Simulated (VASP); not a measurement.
**Cd: single point with PBE**

Cd:

```
CELL_PARAMETERS angstrom
0.00000 2.32906 2.21815
2.32906 0.00000 2.21815
2.32906 2.32906 0.00000
ATOMIC_POSITIONS crystal
Cd 0.00000 0.00000 0.00000
```

The cell isn't the ideal one: strain +0.050 along x and y, +0.000 along z, atoms carried along.

| Property | Result |
| --- | --- |
| Program | VASP 6.6.1 |
| Task | single point |
| Functional | PBE |
| Potentials or basis | VASP PAW PBE potentials, release 64 (Cd) |
| Cutoff | 520 eV |
| k mesh | 18 × 18 × 18 |
| Occupations | gaussian, width 0.15 eV |
| Spin | no spin polarisation |
| Dipole correction | no |
| Further INCAR settings | ALGO = Fast; EDIFF = 1e-06; NBANDS = 12 |

```yaml
Pressure: -1.6 GPa
Band_gap_on_the_k_mesh: none (metal or under the smearing width)
```

Stress tensor (GPa, compression positive):
```
-1.92  0.00  0.00
 0.00 -1.92  0.00
 0.00  0.00 -1.02
```

Levels at points of the mesh, in eV from the Fermi level:
| k point | band 2 | band 3 | band 4 | band 5 | band 6 | band 7 | band 8 | band 9 | band 10 | band 11 |
| --- | --- | --- | --- | --- | --- | --- | --- | --- | --- | --- |
| (0.00, 0.00, 0.00) | -8.90 | -8.78 | -8.56 | -8.44 | -8.05 | 13.61 | 13.99 | 14.07 | 14.07 | 17.22 |
| (0.50, 0.00, 0.00) | -8.91 | -8.80 | -8.22 | -8.17 | -1.90 | -1.41 | 11.22 | 11.80 | 13.20 | 15.10 |
| (0.50, 0.50, 0.00) | -9.30 | -8.21 | -8.11 | -8.11 | -0.11 | 1.72 | 6.02 | 6.02 | 9.80 | 10.01 |
| (0.50, 0.00, 0.50) | -9.29 | -8.21 | -8.16 | -8.08 | -0.71 | 0.76 | 6.67 | 6.85 | 10.64 | 10.68 |

Run time: 41 s on 1 thread of Intel(R) Xeon(R) Platinum 8488C (Sapphire Rapids) (shared host), peak memory 0.24 GiB.
